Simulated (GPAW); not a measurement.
A run of GPAW 26.7.0 is set up as follows.

Contents of run.py:

```python
import spglib
from ase import Atoms
from ase.calculators.mixing import SumCalculator
from ase.eos import EquationOfState
from ase.io import Trajectory, read
from ase.units import GPa
from dftd3.ase import DFTD3
from gpaw import GPAW, PW

atoms = read('AgCl.cif')
cell, positions, numbers = spglib.find_primitive(
    (atoms.cell[:], atoms.get_scaled_positions(), atoms.numbers), symprec=1e-4)
atoms = Atoms(numbers, cell=cell, scaled_positions=positions, pbc=True)

traj = Trajectory('eos.traj', 'w')
volumes, energies = [], []
for x in [0.94, 0.96, 0.98, 1.0, 1.02, 1.04, 1.06]:
    a = atoms.copy()
    a.set_cell(atoms.cell * x**(1 / 3), scale_atoms=True)
    calc = GPAW(mode=PW(600),
                xc='PBE',
                kpts={'size': (7, 7, 7), 'gamma': True},
                occupations={'name': 'fermi-dirac', 'width': 0.05},
                nbands=23,
                convergence={'density': 1e-05, 'energy': 1e-05},
                maxiter=150,
                txt=f'eos-{x:.2f}.txt')
    a.calc = SumCalculator([calc, DFTD3(method='pbe', damping='d3bj')])
    energies.append(a.get_potential_energy())
    volumes.append(a.get_volume())
    p = -a.get_stress()[:3].mean() / GPa
    calc.write(f'eos-{x:.2f}.gpw')
    traj.write(a)
    print(f'{x:.2f} {volumes[-1]:10.4f} A^3 {energies[-1]:14.6f} eV {p:9.3f} GPa', flush=True)

v0, e0, B = EquationOfState(volumes, energies, eos='birchmurnaghan').fit()
print(f'V0 = {v0:.4f} A^3, E0 = {e0:.6f} eV, B0 = {B / GPa:.2f} GPa')
```

AgCl.cif

```cif
data_AgCl
_cell_length_a 5.47000000
_cell_length_b 5.47000000
_cell_length_c 5.47000000
_cell_angle_alpha 90.00000000
_cell_angle_beta 90.00000000
_cell_angle_gamma 90.00000000
_space_group_name_H-M_alt 'Fm-3m'
_space_group_name_Hall '-F 4 2 3'
_space_group_IT_number 225
loop_
_space_group_symop_operation_xyz
'x,y,z'
'-x,-y,-z'
'-y,x,z'
'y,-x,-z'
'-x,-y,z'
'x,y,-z'
'y,-x,z'
'-y,x,-z'
'x,-y,-z'
'-x,y,z'
'-y,-x,-z'
'y,x,z'
'-x,y,-z'
'x,-y,z'
'y,x,-z'
'-y,-x,z'
'z,x,y'
'-z,-x,-y'
'z,-y,x'
'-z,y,-x'
'z,-x,-y'
'-z,x,y'
'z,y,-x'
'-z,-y,x'
'-z,x,-y'
'z,-x,y'
'-z,-y,-x'
'z,y,x'
'-z,-x,y'
'z,x,-y'
'-z,y,x'
'z,-y,-x'
'y,z,x'
'-y,-z,-x'
'x,z,-y'
'-x,-z,y'
'-y,z,-x'
'y,-z,x'
'-x,z,y'
'x,-z,-y'
'-y,-z,x'
'y,z,-x'
'-x,-z,-y'
'x,z,y'
'y,-z,-x'
'-y,z,x'
'x,-z,y'
'-x,z,-y'
'x,y+1/2,z+1/2'
'-x,-y+1/2,-z+1/2'
'-y,x+1/2,z+1/2'
'y,-x+1/2,-z+1/2'
'-x,-y+1/2,z+1/2'
'x,y+1/2,-z+1/2'
'y,-x+1/2,z+1/2'
'-y,x+1/2,-z+1/2'
'x,-y+1/2,-z+1/2'
'-x,y+1/2,z+1/2'
'-y,-x+1/2,-z+1/2'
[... 41 lines left out ...]
'-x+1/2,-y,z+1/2'
'x+1/2,y,-z+1/2'
'y+1/2,-x,z+1/2'
'-y+1/2,x,-z+1/2'
'x+1/2,-y,-z+1/2'
'-x+1/2,y,z+1/2'
'-y+1/2,-x,-z+1/2'
'y+1/2,x,z+1/2'
'-x+1/2,y,-z+1/2'
'x+1/2,-y,z+1/2'
'y+1/2,x,-z+1/2'
'-y+1/2,-x,z+1/2'
'z+1/2,x,y+1/2'
'-z+1/2,-x,-y+1/2'
'z+1/2,-y,x+1/2'
'-z+1/2,y,-x+1/2'
'z+1/2,-x,-y+1/2'
'-z+1/2,x,y+1/2'
'z+1/2,y,-x+1/2'
'-z+1/2,-y,x+1/2'
'-z+1/2,x,-y+1/2'
'z+1/2,-x,y+1/2'
'-z+1/2,-y,-x+1/2'
'z+1/2,y,x+1/2'
'-z+1/2,-x,y+1/2'
'z+1/2,x,-y+1/2'
'-z+1/2,y,x+1/2'
'z+1/2,-y,-x+1/2'
'y+1/2,z,x+1/2'
'-y+1/2,-z,-x+1/2'
'x+1/2,z,-y+1/2'
'-x+1/2,-z,y+1/2'
'-y+1/2,z,-x+1/2'
'y+1/2,-z,x+1/2'
'-x+1/2,z,y+1/2'
'x+1/2,-z,-y+1/2'
'-y+1/2,-z,x+1/2'
'y+1/2,z,-x+1/2'
'-x+1/2,-z,-y+1/2'
'x+1/2,z,y+1/2'
'y+1/2,-z,-x+1/2'
'-y+1/2,z,x+1/2'
'x+1/2,-z,y+1/2'
'-x+1/2,z,-y+1/2'
'x+1/2,y+1/2,z'
'-x+1/2,-y+1/2,-z'
'-y+1/2,x+1/2,z'
'y+1/2,-x+1/2,-z'
'-x+1/2,-y+1/2,z'
'x+1/2,y+1/2,-z'
'y+1/2,-x+1/2,z'
'-y+1/2,x+1/2,-z'
'x+1/2,-y+1/2,-z'
'-x+1/2,y+1/2,z'
'-y+1/2,-x+1/2,-z'
'y+1/2,x+1/2,z'
'-x+1/2,y+1/2,-z'
'x+1/2,-y+1/2,z'
'y+1/2,x+1/2,-z'
'-y+1/2,-x+1/2,z'
'z+1/2,x+1/2,y'
'-z+1/2,-x+1/2,-y'
'z+1/2,-y+1/2,x'
'-z+1/2,y+1/2,-x'
'z+1/2,-x+1/2,-y'
'-z+1/2,x+1/2,y'
'z+1/2,y+1/2,-x'
'-z+1/2,-y+1/2,x'
'-z+1/2,x+1/2,-y'
'z+1/2,-x+1/2,y'
'-z+1/2,-y+1/2,-x'
'z+1/2,y+1/2,x'
'-z+1/2,-x+1/2,y'
'z+1/2,x+1/2,-y'
'-z+1/2,y+1/2,x'
'z+1/2,-y+1/2,-x'
'y+1/2,z+1/2,x'
'-y+1/2,-z+1/2,-x'
'x+1/2,z+1/2,-y'
'-x+1/2,-z+1/2,y'
'-y+1/2,z+1/2,-x'
'y+1/2,-z+1/2,x'
'-x+1/2,z+1/2,y'
'x+1/2,-z+1/2,-y'
'-y+1/2,-z+1/2,x'
'y+1/2,z+1/2,-x'
'-x+1/2,-z+1/2,-y'
'x+1/2,z+1/2,y'
'y+1/2,-z+1/2,-x'
'-y+1/2,z+1/2,x'
'x+1/2,-z+1/2,y'
'-x+1/2,z+1/2,-y'
loop_
_atom_site_label
_atom_site_type_symbol
_atom_site_symmetry_multiplicity
_atom_site_Wyckoff_symbol
_atom_site_fract_x
_atom_site_fract_y
_atom_site_fract_z
_atom_site_occupancy
Ag1 Ag 4 a 0.0000000000 0.0000000000 0.0000000000 1
Cl1 Cl 4 b 0.5000000000 0.0000000000 0.0000000000 1
```

Potentials or basis: GPAW PAW data sets (gpaw-data 1.2.1), pw.

Run with:

```sh
$ OMP_NUM_THREADS=1 python run.py
```

(1) Predict the pressure derivative of the bulk modulus.

(2) What does it give for the equilibrium volume?

Results:

(1) 5.2.

(2) 20.98 Å³/atom.
